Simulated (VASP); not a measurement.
# Al (Fm-3m) in VASP: a series of runs

The runs below take Al through single point, relaxation of cell and atoms, with PBE.

All numbers are computed with VASP 6.6.1; they aren't measurements. Logs are shortened: lines on timing, memory, paths and dates and some standing lists are left out, and cuts for length are marked.

### 1 The structure

Symmetry: Fm-3m, No. 225, cubic system. The conventional cell has a = 4.050 Å, b = 4.050 Å, c = 4.050 Å, α = 90.00°, β = 90.00°, γ = 90.00°. Al (site symmetry m-3m) has 12 Al at 2.86 Å as nearest neighbours.

### 2 Single point, PBE (grid = ENCUT=400 dk=0.45 cell=4x4x4 ISMEAR=1 SIGMA=0.1 LREAL=Auto EDIFF=1e-06)

Contents of INCAR:

```
SYSTEM = Al
ALGO = Fast ; EDIFF = 1E-6
ENCUT = 400 ; GGA = PE
ISIF = 2 ; ISMEAR = 1
KPAR = 2 ; LASPH = .TRUE.
LCHARG = .FALSE. ; LREAL = Auto
LWAVE = .FALSE. ; NBANDS = 158
NCORE = 1 ; NELM = 120
PREC = Accurate ; SIGMA = 0.1
```

Contents of KPOINTS:

```
k-points
0
G
  2 2 2
  0 0 0
```

Contents of POSCAR:

```
Al
1.0
    0.0000000000      8.0992200000      8.0992200000
    8.0992200000      0.0000000000      8.0992200000
    8.0992200000      8.0992200000      0.0000000000
Al
63
Direct
    0.0000000000      0.0000000000      0.2500000000
    0.0000000000      0.0000000000      0.5000000000
    0.0000000000      0.0000000000      0.7500000000
    0.0000000000      0.2500000000      0.0000000000
    0.0000000000      0.2500000000      0.2500000000
    0.0000000000      0.2500000000      0.5000000000
    0.0000000000      0.2500000000      0.7500000000
    0.0000000000      0.5000000000      0.0000000000
    0.0000000000      0.5000000000      0.2500000000
    0.0000000000      0.5000000000      0.5000000000
    0.0000000000      0.5000000000      0.7500000000
    0.0000000000      0.7500000000      0.0000000000
    0.0000000000      0.7500000000      0.2500000000
    0.0000000000      0.7500000000      0.5000000000
    0.0000000000      0.7500000000      0.7500000000
    0.2500000000      0.0000000000      0.0000000000
    0.2500000000      0.0000000000      0.2500000000
    0.2500000000      0.0000000000      0.5000000000
    0.2500000000      0.0000000000      0.7500000000
    0.2500000000      0.2500000000      0.0000000000
    0.2500000000      0.2500000000      0.2500000000
    0.2500000000      0.2500000000      0.5000000000
    0.2500000000      0.2500000000      0.7500000000
    0.2500000000      0.5000000000      0.0000000000
    0.2500000000      0.5000000000      0.2500000000
    0.2500000000      0.5000000000      0.5000000000
    0.2500000000      0.5000000000      0.7500000000
    0.2500000000      0.7500000000      0.0000000000
    0.2500000000      0.7500000000      0.2500000000
    0.2500000000      0.7500000000      0.5000000000
    0.2500000000      0.7500000000      0.7500000000
    0.5000000000      0.0000000000      0.0000000000
    0.5000000000      0.0000000000      0.2500000000
    0.5000000000      0.0000000000      0.5000000000
    0.5000000000      0.0000000000      0.7500000000
    0.5000000000      0.2500000000      0.0000000000
    0.5000000000      0.2500000000      0.2500000000
    0.5000000000      0.2500000000      0.5000000000
    0.5000000000      0.2500000000      0.7500000000
    0.5000000000      0.5000000000      0.0000000000
    0.5000000000      0.5000000000      0.2500000000
    0.5000000000      0.5000000000      0.5000000000
    0.5000000000      0.5000000000      0.7500000000
    0.5000000000      0.7500000000      0.0000000000
    0.5000000000      0.7500000000      0.2500000000
    0.5000000000      0.7500000000      0.5000000000
    0.5000000000      0.7500000000      0.7500000000
    0.7500000000      0.0000000000      0.0000000000
    0.7500000000      0.0000000000      0.2500000000
    0.7500000000      0.0000000000      0.5000000000
    0.7500000000      0.0000000000      0.7500000000
    0.7500000000      0.2500000000      0.0000000000
    0.7500000000      0.2500000000      0.2500000000
    0.7500000000      0.2500000000      0.5000000000
    0.7500000000      0.2500000000      0.7500000000
    0.7500000000      0.5000000000      0.0000000000
    0.7500000000      0.5000000000      0.2500000000
    0.7500000000      0.5000000000      0.5000000000
    0.7500000000      0.5000000000      0.7500000000
    0.7500000000      0.7500000000      0.0000000000
    0.7500000000      0.7500000000      0.2500000000
    0.7500000000      0.7500000000      0.5000000000
    0.7500000000      0.7500000000      0.7500000000
```

Potentials or basis: VASP PAW PBE potentials, release 64 (Al).

Launch:

```
$ cat potpaw_PBE.64/Al/POTCAR > POTCAR
$ mpirun -np 4 vasp_std > vasp.out
```

OUTCAR:

```text
SYSTEM = Al
   EDIFF = 1E-6
   ENCUT = 400
   GGA = PE
   ISIF = 2
   ISMEAR = 1
   LASPH = .TRUE.
   LREAL = Auto
   NELM = 120
   PREC = Accurate

 Found      3 irreducible k-points:

 Following reciprocal coordinates:
            Coordinates               Weight
  0.000000  0.000000  0.000000      1.000000
  0.500000  0.000000  0.000000      4.000000
  0.500000  0.500000  0.000000      3.000000
   k-points           NKPTS =      3   k-points in BZ     NKDIM =      3   number of bands    NBANDS=    158
   number of dos      NEDOS =    301   number of ions     NIONS =     63
   total plane-waves  NPLWV = 512000
   dimension x,y,z NGX =    80 NGY =   80 NGZ =   80
   dimension x,y,z NGXF=   160 NGYF=  160 NGZF=  160
   ions per type =              63
   NGX,Y,Z   is equivalent  to a cutoff of  11.61, 11.61, 11.61 a.u.
   NGXF,Y,Z  is equivalent  to a cutoff of  23.22, 23.22, 23.22 a.u.
 SYSTEM =  Al
   PREC   = accura    normal or accurate (medium, high low for compatibility)
   ISTART =      0    job   : 0-new  1-cont  2-samecut
   ICHARG =      2    charge: 1-file 2-atom 10-const
   ISPIN  =      1    spin polarized calculation?
   LNONCOLLINEAR =      F non collinear calculations
   LSORBIT =      F    spin-orbit coupling
   LASPH  =      T    aspherical Exc in radial PAW
   ENCUT  =  400.0 eV  29.40 Ry    5.42 a.u.  18.68 18.68 18.68*2*pi/ulx,y,z
   NELM   =    120;   NELMIN=  2; NELMDL= -5     # of ELM steps
   EDIFF  = 0.1E-05   stopping-criterion for ELM
   LREAL  =      T    real-space projection
   EDIFFG = 0.1E-04   stopping-criterion for IOM
   NSW    =      0    number of steps for IOM
[... 5 lines left out ...]
   TEBEG  =    0.0;   TEEND  =   0.0 temperature during run
   PSTRESS=    0.0 pullay stress
   NELECT =     189.0000    total number of electrons
   NUPDOWN=      -1.0000    fix difference up-down
   EMIN   =  10.00;   EMAX   =-10.00  energy-range for DOS
   EFERMI =   0.00;   METHOD = LEGACY
   ISMEAR =     1;   SIGMA  =   0.10  broadening in eV -4-tet -1-fermi 0-gaus
   EFERMI_NEDOS =   21; number of points for ismear=-14 and -15
   IALGO  =     68    algorithm
   IMIX   =      4    mixing-type and parameters
     AMIX     =   0.40;   BMIX     =  1.00
     AMIX_MAG =   1.60;   BMIX_MAG =  1.00
  volume/ion in A,a.u.               =      16.87       113.82
  Fermi-wavevector in a.u.,A,eV,Ry     =   0.920680  1.739834 11.533011  0.847652
  Thomas-Fermi vector in A             =   2.046013
   LORBIT       =      0    0 simple, 1 ext, 2 COOP (PROOUT), +10 PAW based schemes
   GGA     = PE    functional components
   LHFCALC =     F    Hartree Fock is set to
   AEXX    =    0.0000 exact exchange contribution
   IVDW    =     0    specifies the selected vdW correction
   LEPSILON=     F    determine dielectric tensor
   LRPA    =     F    only Hartree local field effects (RPA)
 non-spin polarized calculation
 RMM-DIIS sequential band-by-band and
 Methfessel and Paxton  Order N= 1 SIGMA  =   0.10
  energy-cutoff  :      400.00
  volume of cell :     1062.57
 maximum number of plane-waves:     19339
 NGX is ok and might be reduce to    80

 number of electron     189.0000004 magnetization

 Free energy of the ion-electron system (eV)
  ---------------------------------------------------
  ext. energy  EPLUGINS =         0.00000000
  ---------------------------------------------------
  free energy    TOTEN  =      -234.92088300 eV

  energy without entropy =     -234.95919765  energy(sigma->0) =     -234.93365455

 E-fermi :   7.7762     XC(G=0): -10.1001

 val. band max:        7.7355366521   @ k =   0.5000   0.5000   0.0000
 cond. band min:       7.8815435279   @ k =   0.5000   0.5000   0.0000
 fundamental gap:      0.1460068758
 Fermi energy:         7.7761561763

 k-point     1 :       0.0000    0.0000    0.0000
  band No.  band energies     occupation
      1      -3.2756      2.00000
      2      -1.6473      2.00000
      3      -1.6473      2.00000
      4      -1.6473      2.00000
      5      -1.6264      2.00000
      6      -1.6161      2.00000
[... 98 lines left out ...]
    105       8.1036     -0.00004
    106       8.1036     -0.00004

 k-point     2 :       0.5000    0.0000    0.0000
  band No.  band energies     occupation
      1      -2.9017      2.00000
      2      -2.8093      2.00000
      3      -1.7931      2.00000
      4      -1.7931      2.00000
      5      -1.7803      2.00000
      6      -1.7466      2.00000
[... 98 lines left out ...]
    105       8.2758     -0.00000
    106       8.2758     -0.00000

 k-point     3 :       0.5000    0.5000    0.0000
  band No.  band energies     occupation
      1      -2.7528      2.00000
      2      -2.6922      2.00000
      3      -2.1956      2.00000
      4      -2.1890      2.00000
      5      -2.1890      2.00000
      6      -1.9886      2.00000
[... 98 lines left out ...]
    105       8.6690     -0.00000
    106       8.7128     -0.00000
 [bands above 106 left out]

------------------------ aborting loop because EDIFF is reached ----------------------------------------

  FORCE on cell =-STRESS in cart. coord.  units (eV):
  Direction    XX          YY          ZZ          XY          YZ          ZX
  --------------------------------------------------------------------------------------
  -------------------------------------------------------------------------------------
  Total       -5.6827286     -5.6827286     -5.6827286      0.0000000      0.0000000     -0.0000000
  in kB       -8.5685615     -8.5685615     -8.5685615      0.0000000      0.0000000     -0.0000000
  external PRESSURE =      -8.5685615 kB  Pullay stress =       0.0000000 kB

 VOLUME and BASIS-vectors are now :
 -----------------------------------------------------------------------------
  energy-cutoff  :      400.00
  volume of cell :     1062.57
      direct lattice vectors                 reciprocal lattice vectors
     0.000000000  8.099220000  8.099220000    -0.061734340  0.061734340  0.061734340
     8.099220000  0.000000000  8.099220000     0.061734340 -0.061734340  0.061734340
     8.099220000  8.099220000  0.000000000     0.061734340  0.061734340 -0.061734340

 POSITION                                       TOTAL-FORCE (eV/Angst)
 -----------------------------------------------------------------------------------
      2.02481      2.02481      0.00000        -0.151284     -0.151284     -0.000000
      4.04961      4.04961      0.00000         0.000000      0.000000     -0.000000
      6.07442      6.07442      0.00000         0.151284      0.151284     -0.000000
      2.02481      0.00000      2.02481        -0.151284      0.000000     -0.151284
      4.04961      2.02481      2.02481         0.080379      0.080853      0.080853
      6.07442      4.04961      2.02481        -0.080853     -0.080379      0.080853
[... 55 lines left out ...]
     10.12402     10.12402     12.14883         0.080853      0.080853     -0.080379
     12.14883     12.14883     12.14883         0.000000      0.000000     -0.000000
 -----------------------------------------------------------------------------------
    total drift:                                0.000000      0.000000      0.000000

  FREE ENERGIE OF THE ION-ELECTRON SYSTEM (eV)
  ---------------------------------------------------
  free  energy   TOTEN  =      -234.9208830024 eV

  energy  without entropy=     -234.9591976491  energy(sigma->0) =     -234.93365455
```

It took 3.6 min on 4 MPI ranks of Intel Xeon 6975P-C (Granite Rapids), shared host; peak memory 0.67 GiB.

The run converged, but some of its settings lie outside the range that counts as converged, so its numbers aren't taken as properties of the crystal.

What came out:

```
Free energy            : -234.9209 eV
Pressure               : -0.9 GPa
Largest force          : 0.214 eV/Å
Band gap on the k mesh : none (metal or under the smearing width)
```

### 3 Single point, PBE

This run uses another cell than the first one: it holds 1 atom, not 63.

Contents of INCAR:

```
PREC     = Accurate       # precision mode
ENCUT    = 520            # plane-wave cutoff, eV
EDIFF    = 1E-7           # SCF threshold, eV
ISMEAR   = 0              # smearing method
SIGMA    = 0.027000000000000003 # smearing width, eV
LREAL    = False          # projectors in reciprocal space
LASPH    = True           # aspherical terms in the spheres
NELM     = 100            # most SCF steps
ALGO     = Normal         # electronic algorithm
ISIF     = 2              # what is computed and relaxed
LWAVE    = False          # write WAVECAR
LCHARG   = False          # write CHGCAR
GGA      = PE             # functional
NBANDS   = 8              # bands
```

Contents of KPOINTS:

```
Automatic mesh
0
Gamma
  11 11 11
```

Contents of POSCAR:

```
Al
1.0
    0.0000000000      2.0248050000      2.0248050000
    2.0248050000      0.0000000000      2.0248050000
    2.0248050000      2.0248050000      0.0000000000
Al
1
Direct
    0.0000000000      0.0000000000      0.0000000000
```

Potentials or basis: VASP PAW PBE potentials, release 64 (Al).

Launch:

```
$ cat potpaw_PBE.64/Al/POTCAR > POTCAR
$ mpirun -np 1 vasp_std > vasp.out
```

OUTCAR:

```text
PREC = Accurate
   ENCUT = 520
   EDIFF = 1E-7
   ISMEAR = 0
   LREAL = False
   LASPH = True
   NELM = 100
   ISIF = 2
   GGA = PE

 ion  position               nearest neighbor table
   1  0.000  0.000  0.000-

  LATTYP: Found a face centered cubic cell.
 ALAT       =     4.0496100000

  Lattice vectors:

 A1 = (   0.0000000000,   2.0248050000,   2.0248050000)
 A2 = (   2.0248050000,   0.0000000000,   2.0248050000)
 A3 = (   2.0248050000,   2.0248050000,   0.0000000000)

Analysis of symmetry for initial positions (statically):
=====================================================================
 Subroutine PRICEL returns:
 Original cell was already a primitive cell.

 Routine SETGRP: Setting up the symmetry group for a
 face centered cubic supercell.

 Subroutine GETGRP returns: Found 48 space group operations
 (whereof 48 operations were pure point group operations)
 out of a pool of 48 trial point group operations.

The static configuration has the point symmetry O_h .

Analysis of symmetry for dynamics (positions and initial velocities):
[... 161 lines left out ...]
 val. band max:        7.9412789434   @ k =  -0.4545   0.3636   0.0000
 cond. band min:       7.9682364287   @ k =   0.4545   0.1818   0.0909
 fundamental gap:      0.0269574853
 Fermi energy:         7.9562269980

 k-point     1 :       0.0000    0.0000    0.0000
  band No.  band energies     occupation
      1      -3.1564      2.00000
      2      20.5199      0.00000
      3      20.5199      0.00000
      4      20.5199      0.00000
      5      21.9650      0.00000
      6      21.9650      0.00000
      7      21.9650      0.00000
      8      24.3555      0.00000
[... 243 lines left out ...]
 k-point    24 :      -0.1818    0.1818    0.0000
  band No.  band energies     occupation
      1      -0.7886      2.00000
      2      11.7511      0.00000
      3      13.1866      0.00000
      4      19.7506      0.00000
      5      21.7728      0.00000
      6      22.8295      0.00000
      7      23.9313      0.00000
      8      24.8734      0.00000

 [... further k-points ...]

------------------------ aborting loop because EDIFF is reached ----------------------------------------

  FORCE on cell =-STRESS in cart. coord.  units (eV):
  Direction    XX          YY          ZZ          XY          YZ          ZX
  --------------------------------------------------------------------------------------
  -------------------------------------------------------------------------------------
  Total       -0.0532269     -0.0532269     -0.0532269     -0.0000000      0.0000000      0.0000000
  in kB       -5.1364372     -5.1364372     -5.1364372     -0.0000000      0.0000000      0.0000000
  external PRESSURE =      -5.1364372 kB  Pullay stress =       0.0000000 kB

 VOLUME and BASIS-vectors are now :
 -----------------------------------------------------------------------------
  energy-cutoff  :      520.00
  volume of cell :       16.60
      direct lattice vectors                 reciprocal lattice vectors
     0.000000000  2.024805000  2.024805000    -0.246937359  0.246937359  0.246937359
     2.024805000  0.000000000  2.024805000     0.246937359 -0.246937359  0.246937359
     2.024805000  2.024805000  0.000000000     0.246937359  0.246937359 -0.246937359

 POSITION                                       TOTAL-FORCE (eV/Angst)
 -----------------------------------------------------------------------------------
      0.00000      0.00000      0.00000         0.000000      0.000000      0.000000
 -----------------------------------------------------------------------------------
    total drift:                                0.000000      0.000000      0.000000

  FREE ENERGIE OF THE ION-ELECTRON SYSTEM (eV)
  ---------------------------------------------------
  free  energy   TOTEN  =        -3.7528556744 eV

  energy  without entropy=       -3.7522027642  energy(sigma->0) =       -3.75252922
```

stdout:

```text
POSCAR found type information on POSCAR Al
 POSCAR found :  1 types and       1 ions
 scaLAPACK will be used
 LDA part: xc-table for (Slater+PW92), standard interpolation
 POSCAR, INCAR and KPOINTS ok, starting setup
 FFT: planning ... GRIDC
 FFT: planning ... GRID_SOFT
 FFT: planning ... GRID
 WAVECAR not read
 entering main loop
```

Run time: 6.7 s. Hardware: 1 thread of Intel Xeon Platinum 8488C (Sapphire Rapids), shared host; peak memory 0.13 GiB.

Results:

* Free energy: -3.7529 eV
* Pressure: -0.5 GPa
* Band gap on the k mesh: none (metal or under the smearing width)

### 4 Relaxation of cell and atoms, PBE

This run uses another cell than the first one: it holds 1 atom, not 63.

Contents of INCAR:

```
ALGO = Normal
EDIFF = 1E-7
EDIFFG = -0.005
ENCUT = 580
GGA = PE
IBRION = 2
ISIF = 3
ISMEAR = -1
LASPH = T
LCHARG = F
LREAL = F
LWAVE = F
NELM = 60
NSW = 40
PREC = Accurate
SIGMA = 0.05
```

Contents of KPOINTS:

```
k-points
0
Gamma
  11 11 11
```

POSCAR is that of step 3.

Launch:

```
$ cat potpaw_PBE.64/Al/POTCAR > POTCAR
$ mpirun -np 1 vasp_std > vasp.out
```

It took 8.2 s on 1 thread of Intel Xeon Platinum 8488C (Sapphire Rapids), shared host; peak memory 0.13 GiB.

The run converged. Its results:

```yaml
Free_energy: -3.7559 eV
Relaxed_volume: 16.50 Å³/atom
Relaxed_cell: a = 2.858 Å, b = 2.858 Å, c = 2.858 Å, α = 60.00°, β = 60.00°, γ = 60.00°
Space_group_after_relaxing_to_0.05_Å: Fm-3m (No. 225)
Energy_gained_by_relaxing: 0.1 meV/atom
Ionic_steps: 3
Pressure_after_relaxing: 0.0 GPa
Band_gap_on_the_k_mesh: none (metal or under the smearing width)
```

Step by step:
```tsv
step	energy change (eV)	largest force (eV/Å)	pressure (GPa)	volume (Å³)
1	0.0000	0.0000	-0.46	16.60
2	-0.0001	0.0000	0.08	16.49
3	-0.0001	0.0000	0.00	16.50
```

Final structure:
```
Al
1.0
     0.00000    2.02081    2.02081
     2.02081    0.00000    2.02081
     2.02081    2.02081    0.00000
Al
1
Direct
  0.00000 0.00000 0.00000
```

Levels at points of the mesh, in eV from the Fermi level:
```tsv
k point	band 1	band 2	band 3	band 4	band 5
(0.00, 0.00, 0.00)	-11.14	12.61	12.61	12.61	14.10
```

### 5 How close it comes

Step 4. The cell as given is a measured one (16.60 Å³/atom); PBE puts the equilibrium volume -0.6 % from it, thermal expansion not counted.
